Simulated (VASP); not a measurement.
# SnTe (Fm-3m) in VASP: a series of runs, part 3 of 3

VASP 6.6.1.

## Step 6: Relaxation of cell and atoms, r2SCAN

This run uses another cell than the first one, of 32.99 Å³/atom.

Input file POSCAR:

```
SnTe
1.0
    0.0000000000      3.2071857299      3.2071857299
    3.2071857299      0.0000000000      3.2071857299
    3.2071857299      3.2071857299      0.0000000000
Sn Te
1 1
Direct
    0.0000000000      0.0000000000      0.0000000000
    0.5000000000      0.5000000000      0.5000000000
```

Input file INCAR.step1:

```
PREC = Accurate ; ENCUT = 600
ISMEAR = -1 ; SIGMA = 0.02
LREAL = F ; LASPH = T
NELM = 100 ; GGA = PE
ALGO = Normal ; EDIFF = 1E-4
LWAVE = T ; LCHARG = F
```

Input file INCAR.step2:

```
PREC = Accurate ; ENCUT = 600
EDIFF = 1E-6 ; ISMEAR = -1
SIGMA = 0.02 ; LREAL = F
LASPH = T ; NELM = 100
ALGO = Normal ; ISIF = 3
LWAVE = F ; LCHARG = F
METAGGA = R2SCAN ; LMIXTAU = T
IBRION = 2 ; NSW = 80
EDIFFG = -0.005 ; ISTART = 1
```

Input file KPOINTS:

```
regular mesh
0
Gamma
  6 6 6
```

Potentials or basis: VASP PAW PBE potentials, release 64 (Sn_d, Te).

Started as:

```console
> cat potpaw_PBE.64/Sn_d/POTCAR potpaw_PBE.64/Te/POTCAR > POTCAR
> cp INCAR.step1 INCAR
> mpirun -np 1 vasp_std > vasp.out
> cp INCAR.step2 INCAR
> mpirun -np 1 vasp_std > vasp.out
```

OUTCAR:

```text
PREC = Accurate
   ENCUT = 600
   EDIFF = 1E-6
   ISMEAR = -1
   LREAL = F
   LASPH = T
   NELM = 100
   ISIF = 3
   METAGGA = R2SCAN
   IBRION = 2
   NSW = 80
   EDIFFG = -0.005
   ISTART = 1

 ion  position               nearest neighbor table
   1  0.000  0.000  0.000-   2 3.21   2 3.21   2 3.21   2 3.21   2 3.21   2 3.21
   2  0.500  0.500  0.500-   1 3.21   1 3.21   1 3.21   1 3.21   1 3.21   1 3.21

  LATTYP: Found a face centered cubic cell.
 ALAT       =     6.4143714598

  Lattice vectors:

 A1 = (   0.0000000000,   3.2071857299,   3.2071857299)
 A2 = (   3.2071857299,   0.0000000000,   3.2071857299)
 A3 = (   3.2071857299,   3.2071857299,   0.0000000000)

Analysis of symmetry for initial positions (statically):
=====================================================================
 Subroutine PRICEL returns:
 Original cell was already a primitive cell.

 Routine SETGRP: Setting up the symmetry group for a
 face centered cubic supercell.

 Subroutine GETGRP returns: Found 48 space group operations
 (whereof 48 operations were pure point group operations)
 out of a pool of 48 trial point group operations.

The static configuration has the point symmetry O_h .

Analysis of symmetry for dynamics (positions and initial velocities):
=====================================================================
 Subroutine PRICEL returns:
 Original cell was already a primitive cell.

 Routine SETGRP: Setting up the symmetry group for a
 face centered cubic supercell.

 Subroutine GETGRP returns: Found 48 space group operations
 (whereof 48 operations were pure point group operations)
 out of a pool of 48 trial point group operations.

The dynamic configuration has the point symmetry O_h .

 Subroutine INISYM returns: Found 48 space group operations
 (whereof 48 operations are pure point group operations),
 and found     1 'primitive' translations

----------------------------------------------------------------------------------------

                                     Primitive cell

  volume of cell :      65.9785

  direct lattice vectors                    reciprocal lattice vectors
     0.000000000  3.207185730  3.207185730    -0.155899920  0.155899920  0.155899920
     3.207185730  0.000000000  3.207185730     0.155899920 -0.155899920  0.155899920
     3.207185730  3.207185730  0.000000000     0.155899920  0.155899920 -0.155899920

  length of vectors
     4.535645556  4.535645556  4.535645556     0.270026583  0.270026583  0.270026583

  position of ions in fractional coordinates (direct lattice)
     0.000000000  0.000000000  0.000000000
     0.500000000  0.500000000  0.500000000

  ion indices of the primitive-cell ions
   primitive index   ion index
                 1           1
                 2           2

----------------------------------------------------------------------------------------

 KPOINTS: regular mesh

Automatic generation of k-mesh.
 Grid dimensions read from file:
 generate k-points for:    6    6    6

 Generating k-lattice:

  Cartesian coordinates                     Fractional coordinates (reciprocal lattice)
    -0.025983320  0.025983320  0.025983320     0.166666667  0.000000000  0.000000000
     0.025983320 -0.025983320  0.025983320     0.000000000  0.166666667  0.000000000
     0.025983320  0.025983320 -0.025983320     0.000000000  0.000000000  0.166666667

  Length of vectors
     0.045004431  0.045004431  0.045004431

  Shift w.r.t. Gamma in fractional coordinates (k-lattice)
     0.000000000  0.000000000  0.000000000

 Subroutine IBZKPT returns following result:
 ===========================================

 Found     16 irreducible k-points:

 Following reciprocal coordinates:
            Coordinates               Weight
  0.000000  0.000000  0.000000      1.000000
  0.166667  0.000000  0.000000      8.000000
  0.333333  0.000000  0.000000      8.000000
  0.500000  0.000000  0.000000      4.000000
  0.166667  0.166667  0.000000      6.000000
  0.333333  0.166667  0.000000     24.000000
[... 8 lines left out ...]
 -0.333333  0.333333  0.166667     24.000000
 -0.333333  0.500000  0.166667     12.000000
   k-points           NKPTS =     16   k-points in BZ     NKDIM =     16   number of bands    NBANDS=     14
   number of dos      NEDOS =    301   number of ions     NIONS =      2
   total plane-waves  NPLWV =  46656
   dimension x,y,z NGX =    36 NGY =   36 NGZ =   36
   dimension x,y,z NGXF=    72 NGYF=   72 NGZF=   72
   ions per type =               1   1
   NGX,Y,Z   is equivalent  to a cutoff of  13.20, 13.20, 13.20 a.u.
   NGXF,Y,Z  is equivalent  to a cutoff of  26.39, 26.39, 26.39 a.u.
 SYSTEM =  unknown system
   PREC   = accura    normal or accurate (medium, high low for compatibility)
   ISTART =      1    job   : 0-new  1-cont  2-samecut
   ICHARG =      0    charge: 1-file 2-atom 10-const
   ISPIN  =      1    spin polarized calculation?
   LNONCOLLINEAR =      F non collinear calculations
   LSORBIT =      F    spin-orbit coupling
   LASPH  =      T    aspherical Exc in radial PAW
   ENCUT  =  600.0 eV  44.10 Ry    6.64 a.u.   9.06  9.06  9.06*2*pi/ulx,y,z
   NELM   =    100;   NELMIN=  2; NELMDL=  0     # of ELM steps
   EDIFF  = 0.1E-05   stopping-criterion for ELM
   LREAL  =      F    real-space projection
   EDIFFG = -.5E-02   stopping-criterion for IOM
   NSW    =     80    number of steps for IOM
   IBRION =      2    ionic relax: 0-MD 1-quasi-New 2-CG
   NFREE  =      1    steps in history (QN), initial steepest desc. (CG)
   ISIF   =      3    stress and relaxation
   ISYM   =      2    0-nonsym 1-usesym 2-fastsym
   POTIM  = 0.5000    time-step for ionic-motion
   TEBEG  =    0.0;   TEEND  =   0.0 temperature during run
   PSTRESS=    0.0 pullay stress
   NELECT =      20.0000    total number of electrons
   NUPDOWN=      -1.0000    fix difference up-down
   EMIN   =  10.00;   EMAX   =-10.00  energy-range for DOS
   EFERMI =   0.00;   METHOD = LEGACY
   ISMEAR =    -1;   SIGMA  =   0.02  broadening in eV -4-tet -1-fermi 0-gaus
   EFERMI_NEDOS =   21; number of points for ismear=-14 and -15
   IALGO  =     38    algorithm
   IMIX   =      4    mixing-type and parameters
     AMIX     =   0.40;   BMIX     =  1.00
     AMIX_MAG =   1.60;   BMIX_MAG =  1.00
  volume/ion in A,a.u.               =      32.99       222.62
  Fermi-wavevector in a.u.,A,eV,Ry     =   1.099725  2.078179 16.454816  1.209395
  Thomas-Fermi vector in A             =   2.236124
   LORBIT       =      0    0 simple, 1 ext, 2 COOP (PROOUT), +10 PAW based schemes
   METAGGA = R2SCAN    functional components
   LHFCALC =     F    Hartree Fock is set to
   AEXX    =    0.0000 exact exchange contribution
   IVDW    =     0    specifies the selected vdW correction
   LEPSILON=     F    determine dielectric tensor
   LRPA    =     F    only Hartree local field effects (RPA)
 conjugate gradient relaxation of ions
 non-spin polarized calculation
  energy-cutoff  :      600.00
  volume of cell :       65.98
 maximum number of plane-waves:      2229
   NGX = 19   NGY = 19   NGZ = 19

--------------------------------------- Ionic step        1  -------------------------------------------

 number of electron      20.0000005 magnetization

 Free energy of the ion-electron system (eV)
  ---------------------------------------------------
  ext. energy  EPLUGINS =         0.00000000
  ---------------------------------------------------
  free energy    TOTEN  =       -50.68313944 eV

  energy without entropy =      -50.68307058  energy(sigma->0) =      -50.68310501

------------------------ aborting loop because EDIFF is reached ----------------------------------------

  FORCE on cell =-STRESS in cart. coord.  units (eV):
  Direction    XX          YY          ZZ          XY          YZ          ZX
  --------------------------------------------------------------------------------------
  -------------------------------------------------------------------------------------
  Total       -0.2905241     -0.2905241     -0.2905241     -0.0000000      0.0000000     -0.0000000
  in kB       -7.0548937     -7.0548937     -7.0548937     -0.0000000      0.0000000     -0.0000000
  external PRESSURE =      -7.0548937 kB  Pullay stress =       0.0000000 kB
[... 57 lines left out ...]
  energy  without entropy=      -50.6851789106  energy(sigma->0) =      -50.68529611

--------------------------------------- Ionic step        3  -------------------------------------------

 number of electron      20.0000002 magnetization

 Free energy of the ion-electron system (eV)
  ---------------------------------------------------
  ext. energy  EPLUGINS =         0.00000000
  ---------------------------------------------------
  free energy    TOTEN  =       -50.68560001 eV

  energy without entropy =      -50.68541968  energy(sigma->0) =      -50.68550984

 E-fermi :   6.6266     XC(G=0):  -9.8921

 val. band max:        6.5543986066   @ k =   0.5000   0.0000   0.0000
 cond. band min:       6.6988305508   @ k =   0.5000   0.0000   0.0000
 fundamental gap:      0.1444319443
 Fermi energy:         6.6266135775

 k-point     1 :       0.0000    0.0000    0.0000
  band No.  band energies     occupation
      1     -16.1908      2.00000
      2     -16.1908      2.00000
      3     -16.1821      2.00000
      4     -16.1821      2.00000
      5     -16.1821      2.00000
      6      -6.6567      2.00000
      7       1.6705      2.00000
      8       4.1808      2.00000
      9       4.1808      2.00000
     10       4.1808      2.00000
     11       9.9179      0.00000
     12       9.9180      0.00000
     13       9.9180      0.00000
     14      11.5977      0.00000
[... 282 lines left out ...]
  FREE ENERGIE OF THE ION-ELECTRON SYSTEM (eV)
  ---------------------------------------------------
  free  energy   TOTEN  =       -50.6856000081 eV

  energy  without entropy=      -50.6854196790  energy(sigma->0) =      -50.68550984

 reached required accuracy - stopping structural energy minimisation
```

OUTCAR.step1:

```text
PREC = Accurate
   ENCUT = 600
   ISMEAR = -1
   LREAL = F
   LASPH = T
   NELM = 100
[... 479 lines left out ...]
 -----------------------------------------------------------------------------------
      0.00000      0.00000      0.00000        -0.000000      0.000000      0.000000
      3.20719      3.20719      3.20719         0.000000      0.000000     -0.000000
 -----------------------------------------------------------------------------------
    total drift:                               -0.000000      0.000000      0.000000

  FREE ENERGIE OF THE ION-ELECTRON SYSTEM (eV)
  ---------------------------------------------------
  free  energy   TOTEN  =        -7.5648249242 eV

  energy  without entropy=       -7.5640840173  energy(sigma->0) =       -7.56445447
```

Run time: 5.2 min. Hardware: 1 thread of Intel Xeon 8259CL, shared host; peak memory 0.24 GiB.

Results:

```
Free energy                           : -50.6856 eV
Relaxed volume                        : 32.45 Å³/atom
Relaxed cell                          : a = 4.511 Å, b = 4.511 Å, c = 4.511 Å, α = 60.00°, β = 60.00°, γ = 60.00°
Space group after relaxing (to 0.1 Å) : Fm-3m (No. 225)
Energy gained by relaxing             : 1.2 meV/atom
Ionic steps                           : 3
Pressure after relaxing               : 0.0 GPa
Band gap on the k mesh                : 0.14 eV
```

Step by step:
```
step  energy change (eV)  largest force (eV/Å)  pressure (GPa)  volume (Å³)
   1              0.0000                0.0000           -0.71        65.98
   2             -0.0023                0.0000            0.21        64.60
   3             -0.0025                0.0000            0.01        64.89
```

Final structure:
```xyz
2
Lattice="0.0000 3.1895 3.1895 3.1895 0.0000 3.1895 3.1895 3.1895 0.0000" Properties=species:S:1:pos:R:3 pbc="T T T"
Sn    0.0000    0.0000    0.0000
Te    3.1895    3.1895    3.1895
```

Levels at points of the mesh, in eV from the valence-band top:
```tsv
k point	band 8	band 9	band 10	band 11	band 12	band 13
(0.00, 0.00, 0.00)	-2.37	-2.37	-2.37	3.36	3.36	3.36
(0.50, 0.00, 0.00)	-2.01	-2.01	0.00	0.14	0.34	0.34
(0.50, 0.50, 0.00)	-5.71	-3.93	-3.93	2.47	4.94	4.94
```

Caveat: semilocal functionals underestimate gaps, and a narrow one can read as zero; the PAW data sets were made with another functional, which shifts forces and pressure a little; spin-orbit coupling is left out, which moves the levels of the heavy elements. A k mesh can miss the band edges.

## Step 7: Single point, HSE06

This run uses another cell than the first one, of 32.22 Å³/atom.

Input file POSCAR:

```
SnTe
1.0
    0.0000000000      3.1822080609      3.1822080609
    3.1822080609      0.0000000000      3.1822080609
    3.1822080609      3.1822080609      0.0000000000
Sn Te
1 1
Direct
    0.0000000000      0.0000000000      0.0000000000
    0.5000000000      0.5000000000      0.5000000000
```

Input file INCAR.step1:

```
ALGO     = Normal         # electronic algorithm
EDIFF    = 1E-5           # SCF threshold, eV
ENCUT    = 520            # plane-wave cutoff, eV
GGA      = PE             # functional
ISIF     = 2              # what is computed and relaxed
ISMEAR   = -1             # smearing method
LASPH    = True           # aspherical terms in the spheres
LREAL    = False          # projectors in reciprocal space
LWAVE    = True           # write WAVECAR
NBANDS   = 17             # bands
NELM     = 100            # most SCF steps
PREC     = Accurate       # precision mode
SIGMA    = 0.02           # smearing width, eV
```

Input file INCAR.step2:

```
ALGO     = Normal         # electronic algorithm
EDIFF    = 1E-6           # SCF threshold, eV
ENCUT    = 520            # plane-wave cutoff, eV
GGA      = PE             # functional
HFSCREEN = 0.2079         # screening, 1/A
ISIF     = 2              # what is computed and relaxed
ISMEAR   = -1             # smearing method
ISTART   = 1            
LASPH    = True           # aspherical terms in the spheres
LCHARG   = True           # write CHGCAR
LELF     = True           # ELF
LHFCALC  = True           # exact exchange
LREAL    = False          # projectors in reciprocal space
LVHAR    = True         
LWAVE    = False          # write WAVECAR
NBANDS   = 17             # bands
NELM     = 100            # most SCF steps
PREC     = Accurate       # precision mode
PRECFOCK = Normal       
SIGMA    = 0.02           # smearing width, eV
```

Input file KPOINTS:

```
k-points
0
Gamma
  4 4 4
```

Started as:

```console
> cat potpaw_PBE.64/Sn_d/POTCAR potpaw_PBE.64/Te/POTCAR > POTCAR
> cp INCAR.step1 INCAR
> mpirun -np 1 vasp_std > vasp.out
> cp INCAR.step2 INCAR
> mpirun -np 1 vasp_std > vasp.out
```

Wall time 26 min (1 thread of Intel Xeon 8259CL, shared host); peak memory 0.33 GiB.

Results (log left out):

| Item | Value |
| --- | --- |
| Free energy | -9.0217 eV |
| Pressure | -0.2 GPa |
| Band gap on the k mesh | 0.19 eV |

Levels at points of the mesh, in eV from the valence-band top:
```csv
k point,band 6,band 7,band 8,band 9,band 10,band 11,band 12,band 13,band 14,band 15
"(0.00, 0.00, 0.00)",-14.03,-5.22,-2.46,-2.46,-2.46,3.80,3.80,3.80,5.20,5.20
"(0.50, 0.00, 0.00)",-12.66,-9.19,-2.13,-2.13,0.00,0.19,0.59,0.59,8.32,9.30
"(0.50, 0.50, 0.00)",-12.35,-7.14,-6.15,-4.16,-4.16,2.52,5.43,5.43,6.93,9.55
```

Caveat: the k points lie up to 0.43 Å⁻¹ apart; the PAW data sets were made with another functional, which shifts forces and pressure a little; spin-orbit coupling is left out, which moves the levels of the heavy elements. A k mesh can miss the band edges.

## Step 8: Summary

```csv
task,level,potentials or basis,cell,k mesh,cutoff (eV),grid for exact exchange (PRECFOCK),share of exact exchange,screening parameter,gap on the mesh (eV),pressure (GPa),relaxed volume (Å³/atom)
single point,PBE,"VASP PAW PBE potentials, release 64 (Sn_d, Te)","a = 4.510 Å, angles 60.0°, 2 atoms",8 × 8 × 8,520,-,-,-,0.01,0.6,-
relaxation of cell and atoms,PBE,"VASP PAW PBE potentials, release 64 (Sn_d, Te)","relaxed from a = 4.456 Å, angles 60.0°, 2 atoms",6 × 6 × 6,600,-,-,-,0.05,0.0,32.96
relaxation of cell and atoms,PBEsol,"VASP PAW PBE potentials, release 64 (Sn_d, Te)","relaxed from a = 4.536 Å, angles 60.0°, 2 atoms",6 × 6 × 6,600,-,-,-,0.16,0.0,31.06
relaxation of cell and atoms,LDA,"VASP PAW LDA potentials, release 64 (Sn_d, Te)","relaxed from a = 4.536 Å, angles 60.0°, 2 atoms",6 × 6 × 6,600,-,-,-,0.21,0.0,30.34
relaxation of cell and atoms,r2SCAN,"VASP PAW PBE potentials, release 64 (Sn_d, Te)","relaxed from a = 4.536 Å, angles 60.0°, 2 atoms",6 × 6 × 6,600,-,-,-,0.14,0.0,32.45
single point,HSE06,"VASP PAW PBE potentials, release 64 (Sn_d, Te)","a = 4.500 Å, angles 60.0°, 2 atoms",4 × 4 × 4,520,Normal,0.25,0.2079 1/Å,0.19,-0.2,-
```

Alike in all rows: no spin polarisation; smearing fermi-dirac 0.02 eV.

Caveats: some runs use coarse meshes; spin-orbit coupling is left out, which moves the levels of the heavy elements; semilocal functionals underestimate gaps, and a narrow one can read as zero (at least some runs); the PAW data sets were made with another functional, which shifts forces and pressure a little (at least some runs).

Absolute energies hang on the potentials; compare differences alone.

## Step 9: Against experiment

Step 2. Against the measured gap of SnTe, 0.18 eV (direct; 300 K; a printed reference work, textbook), the calculated 0.01 eV is off by -0.17 eV. Spin-orbit coupling on Sn, Te is left out. The value is that of PBE on a finite k mesh, which can miss the band edges, without temperature or zero-point motion. Semilocal functionals fall short of measured gaps as a rule.
